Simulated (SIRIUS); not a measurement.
# Pt (Fm-3m) in SIRIUS: further runs, part 3 of 3

SIRIUS 7.10.0.

### Step 5. Relaxation of cell and atoms, PBE, target pressure 20 GPa, at which the enthalpy is minimised

run.py reads:

```python
import json, subprocess
import numpy as np
from ase import Atoms
from ase.io import read
from ase.calculators.calculator import Calculator, all_changes
from ase.units import Bohr, Hartree, GPa
from ase.optimize import BFGS
from ase.filters import FrechetCellFilter

class Sirius(Calculator):
    """Writes sirius.json, runs sirius.scf and reads out.json."""
    implemented_properties = ["energy", "free_energy", "forces", "stress", "magmom"]

    def __init__(self, config, files):
        super().__init__()
        self.config, self.files, self.calls = config, files, 0

    def calculate(self, atoms=None, properties=["energy"], system_changes=all_changes):
        super().calculate(atoms, properties, system_changes)
        symbols = atoms.get_chemical_symbols()
        types = list(dict.fromkeys(symbols))
        order = [i for t in types for i, s in enumerate(symbols) if s == t]
        frac = atoms.get_scaled_positions(wrap=False)
        m = atoms.get_initial_magnetic_moments()
        m = m if m.ndim == 2 else np.c_[0 * m, 0 * m, m]
        spin = self.config["parameters"]["num_mag_dims"] > 0
        rows = {t: [list(frac[i]) + (list(m[i]) if spin else []) for i in order if symbols[i] == t] for t in types}
        cell = {"lattice_vectors": (atoms.cell[:] / Bohr).tolist(), "atom_types": types, "atom_files": self.files, "atoms": rows}
        json.dump({**self.config, "unit_cell": cell}, open("sirius.json", "w"), indent=1)
        self.calls += 1
        with open(f"sirius_{self.calls:03d}.out", "w") as log:
            subprocess.run(["sirius.scf", "--input=sirius.json", "--output=out.json"], stdout=log, stderr=subprocess.STDOUT, check=True)
        gs = json.load(open("out.json"))["ground_state"]
        if not gs["converged"]:
            raise RuntimeError("SCF did not converge")
        self.results = {"energy": gs["energy"]["free"] * Hartree, "free_energy": gs["energy"]["free"] * Hartree}
        if "forces" in gs:
            f = np.zeros((len(atoms), 3))
            f[order] = np.array(gs["forces"]) * Hartree / Bohr
            self.results["forces"] = f
        if "stress" in gs:
            s = np.array(gs["stress"]) * Hartree / Bohr**3
            self.results["stress"] = s.flat[[0, 4, 8, 5, 2, 1]]
        if spin:
            self.results["magmom"] = gs["magnetisation"]["total"][2]

atoms = Atoms(['Pt'],
              cell=[[0.0, 1.9609, 1.9609], [1.9609, 0.0, 1.9609], [1.9609, 1.9609, 0.0]],
              scaled_positions=[[0.0, 0.0, 0.0]], pbc=True)

config = {
    "control": {
        "processing_unit": 'cpu',
        "verbosity": 1,
        "print_forces": True,
        "print_stress": True,
    },
    "parameters": {
        "electronic_structure_method": 'pseudopotential',
        "xc_functionals": ['XC_GGA_X_PBE', 'XC_GGA_C_PBE'],
        "gk_cutoff": 9.2,
        "pw_cutoff": 18.4,
        "ngridk": [6, 6, 6],
        "shiftk": [0, 0, 0],
        "smearing": 'fermi_dirac',
        "smearing_width": 0.0018374661,
        "num_bands": 16,
        "num_mag_dims": 0,
        "num_dft_iter": 100,
        "energy_tol": 1e-08,
        "density_tol": 1e-06,
    },
    "iterative_solver": {
        "type": 'davidson',
        "min_tolerance": 1e-09,
        "tolerance_scale": [0.1, 0.25],
    },
    "mixer": {
        "type": 'anderson',
        "beta": 0.7,
        "max_history": 8,
    },
    "settings": {
        "tol_ne": 1e-10,
        "pseudo_grid_cutoff": 6.5,
    },
}
dft = Sirius(config, {'Pt': 'Pt.json'})
atoms.calc = dft
results = {"symbols": atoms.get_chemical_symbols(), "cell": atoms.cell[:].tolist(), "frac": atoms.get_scaled_positions(wrap=False).tolist(), "steps": []}

def note():
    results["steps"].append({"energy": atoms.get_potential_energy(), "cell": atoms.cell[:].tolist(), "positions": atoms.positions.tolist(),
                             "forces": atoms.get_forces().tolist(), "stress": atoms.get_stress().tolist()})
    json.dump(results, open("results.json", "w"))

opt = BFGS(FrechetCellFilter(atoms, scalar_pressure=20.0 * GPa))
opt.attach(note)
results["converged"] = bool(opt.run(fmax=0.02, steps=30))
print("converged:", results["converged"])
print("cell parameters:", atoms.cell.cellpar().round(5))
print("volume per atom (A^3):", round(atoms.get_volume() / len(atoms), 4))
print(atoms.get_scaled_positions().round(6))
json.dump(results, open("results.json", "w"))
```

Command:

```console
$ upf_to_json Pt.upf
$ OMP_NUM_THREADS=1 python run.py
```

It took 39 s on 1 thread of Arm Neoverse V1, shared host; peak memory 0.21 GiB.

Results (log left out):

```
Free energy                                            : -3553.6559 eV
Relaxed volume                                         : 14.48 Å³/atom
Relaxed cell                                           : a = 2.736 Å, b = 2.736 Å, c = 2.736 Å, α = 60.00°, β = 60.00°, γ = 60.00°
Space group after relaxing (to 0.05 Å)                 : Fm-3m (No. 225)
Energy change on relaxing (the enthalpy is what falls) : +48.9 meV/atom
Ionic steps                                            : 4
Pressure after relaxing                                : 20.0 GPa
Band gap on the k mesh                                 : none (metal or under the smearing width)
```

Step by step:
```tsv
step	energy change (eV)	largest force (eV/Å)	pressure (GPa)	volume (Å³)
1	0.0000	0.0000	6.77	15.08
2	0.0752	0.0000	24.87	14.30
3	0.0475	0.0000	19.71	14.49
4	0.0489	0.0000	20.00	14.48
```

Final structure:
```
Pt
1.0
     0.00000    1.93471    1.93471
     1.93471    0.00000    1.93471
     1.93471    1.93471    0.00000
Pt
1
Direct
  0.00000 0.00000 0.00000
```

Caveat: the k mesh is coarse (spacing up to 0.46 Å⁻¹), so the values aren't converged.

### Step 6. Relaxation of cell and atoms, PBE, target pressure 30 GPa, at which the enthalpy is minimised

Edit run.py of step 5 so:

```diff
@@ -98,3 +98,3 @@
 
-opt = BFGS(FrechetCellFilter(atoms, scalar_pressure=20.0 * GPa))
+opt = BFGS(FrechetCellFilter(atoms, scalar_pressure=30.0 * GPa))
 opt.attach(note)
```

Potentials or basis: PseudoDojo 0.4.1 PBE standard (scalar relativistic).

Command:

```console
$ upf_to_json Pt.upf
$ OMP_NUM_THREADS=1 python run.py
```

It took 37 s on 1 thread of Arm Neoverse V1, shared host; peak memory 0.21 GiB.

The run converged. Its results:

```yaml
Free_energy: -3553.5986 eV
Relaxed_volume: 14.11 Å³/atom
Relaxed_cell: a = 2.713 Å, b = 2.713 Å, c = 2.713 Å, α = 60.00°, β = 60.00°, γ = 60.00°
Space_group_after_relaxing_to_0.05_Å: Fm-3m (No. 225)
Energy_change_on_relaxing_the_enthalpy_is_what_falls: +106.3 meV/atom
Ionic_steps: 4
Pressure_after_relaxing: 30.0 GPa
Band_gap_on_the_k_mesh: none (metal or under the smearing width)
```

Step by step:
```
step  energy change (eV)  largest force (eV/Å)  pressure (GPa)  volume (Å³)
   1              0.0000                0.0000            6.77        15.08
   2              0.1921                0.0000           42.03        13.73
   3              0.0998                0.0000           28.95        14.15
   4              0.1063                0.0000           29.96        14.11
```

Final structure:
```
CELL_PARAMETERS angstrom
0.00000 1.91812 1.91812
1.91812 0.00000 1.91812
1.91812 1.91812 0.00000
ATOMIC_POSITIONS crystal
Pt 0.00000 0.00000 0.00000
```

Caveat: the k mesh is coarse (spacing up to 0.46 Å⁻¹), so the values aren't converged.

### Step 7. Summary

```csv
cell,pressure,target pressure,gap on the mesh (eV),pressure (GPa)
relaxed,0,0 GPa,none,0.0
relaxed to 5 GPa,5,5 GPa,none,5.0
relaxed to 10 GPa,10,10 GPa,none,10.0
relaxed to 20 GPa,20,20 GPa,none,20.0
relaxed to 30 GPa,30,30 GPa,none,30.0
```

Alike in all rows: task relaxation of cell and atoms; level PBE; potentials or basis PseudoDojo 0.4.1 PBE standard (scalar relativistic); no spin polarisation; k mesh 6 × 6 × 6; cutoff (eV) 1152; smearing fermi-dirac 0.05 eV; the mesh is coarse, so values aren't converged.

Caveats: all runs use coarse meshes.

Absolute energies hang on the potentials; compare differences alone.
